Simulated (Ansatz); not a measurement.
`Cc1ccccn1` + `[F][Ge][SH]` → `C[S][Ge][F]` + `c1ccncc1`  (substitution at a C–C bond)

Computed with Ansatz on PBE0-D4/def2-TZVP structures; ΔE is electronic, products minus reactants. CCSD(T)/CBS is the MP2 limit (def2-TZVPP, def2-QZVPP) plus CCSD(T) − MP2 in def2-TZVPP, frozen cores. Functionals use def2-TZVPP. B3LYP here is the variant with VWN-RPA as its local correlation; programs differ in this. For Ge outer-core shells are correlated without core-valence functions, which leaves a few kJ/mol of doubt a bond. Scalar relativity is left out up to krypton. Each species was taken in one conformer, which may not be the lowest.

`Cc1ccccn1`:

```xyz
14

C     1.976   -0.277    0.961
C     0.616   -0.068    0.374
C     0.353   -0.327   -0.968
C    -0.924   -0.117   -1.460
C    -1.902    0.346   -0.597
C    -1.547    0.576    0.723
N    -0.327    0.378    1.205
H     2.686   -0.640    0.217
H     2.352    0.660    1.379
H     1.925   -0.996    1.782
H     1.144   -0.689   -1.615
H    -1.151   -0.313   -2.502
H    -2.916    0.526   -0.933
H    -2.286    0.940    1.433
```

`[F][Ge][SH]`:

Cartesian coordinates in Å:
```
F -0.099 1.130 -1.729
Ge 0.902 0.323 -0.531
S -0.813 -0.429 0.690
H 0.010 -1.024 1.571
```

`C[S][Ge][F]`:

Z-matrix (Å, degrees):
```
C
S 1 1.812
H 1 1.089 2 108.4
H 1 1.089 2 108.4 3 118.7
H 1 1.088 2 110.6 3 -120.7
Ge 2 2.225 1 106.6 3 120.8
F 6 1.769 2 98.8 1 -0.0
```

`c1ccncc1`:

Z-matrix (Å, degrees):
```
C
C 1 1.385
C 1 1.385 2 118.5
H 1 1.084 2 120.7 3 -180.0
C 2 1.387 1 118.4 3 -0.0
H 2 1.083 1 121.3 3 180.0
C 3 1.387 1 118.4 2 0.0
H 3 1.083 1 121.3 2 180.0
N 5 1.328 2 123.7 1 0.0
H 5 1.087 2 120.2 1 -180.0
H 7 1.087 3 120.2 1 180.0
```

Question: Is it downhill or uphill in electronic energy at CCSD(T)/CBS, and by how much? (An estimate is asked.)

Answer: Computed: Uphill: ΔE = +6.9 kcal/mol.

Question: What do these levels give: BLYP-D4, B3LYP-D4, B2PLYP, revPBE, BLYP, r2SCAN0, BHLYP, CCSD(T)/def2-SVP, HF/def2-TZVPP, CCSD(T)/def2-TZVPP, HF/def2-QZVPP, MP2/def2-QZVPP? (Best estimate.)

Answer: The calculation gave: BLYP-D4 5.6, B3LYP-D4 6.3, B2PLYP 6.6, revPBE 5.7, BLYP 5.5, r2SCAN0 7.1, BHLYP 7.1, CCSD(T)/def2-SVP 8.7, HF/def2-TZVPP 7.8, CCSD(T)/def2-TZVPP 7.4, HF/def2-QZVPP 8.1, MP2/def2-QZVPP 7.3 kcal/mol.

Question: What do rigid-rotor, harmonic-oscillator terms from PBE0-D4/def2-TZVP frequencies (298.15 K, 1 bar) make of the CCSD(T)/CBS value? (An estimate is asked.)

Answer: The calculation gave: ΔZPE = +1.5 kcal/mol, ΔH = +8.4 kcal/mol, ΔS = -7 J/(mol·K), ΔG = +8.9 kcal/mol.

Largest T1 diagnostic among the species: 0.015.

From BLYP to BHLYP (50 % exact exchange), in def2-TZVPP and without D4, ΔE moves by +1.6 kcal/mol. Leaving LDA and LC-ωPBE aside and taking each functional with its dispersion term where it has one, the values, not all of them listed here, spread over 2.0 kcal/mol, from BLYP-D4 to B97M-V. LDA lies +1.5 kcal/mol from PBE without D4. At CCSD(T), def2-SVP lies +1.7 kcal/mol from the extrapolated value and def2-TZVPP +0.4 kcal/mol.
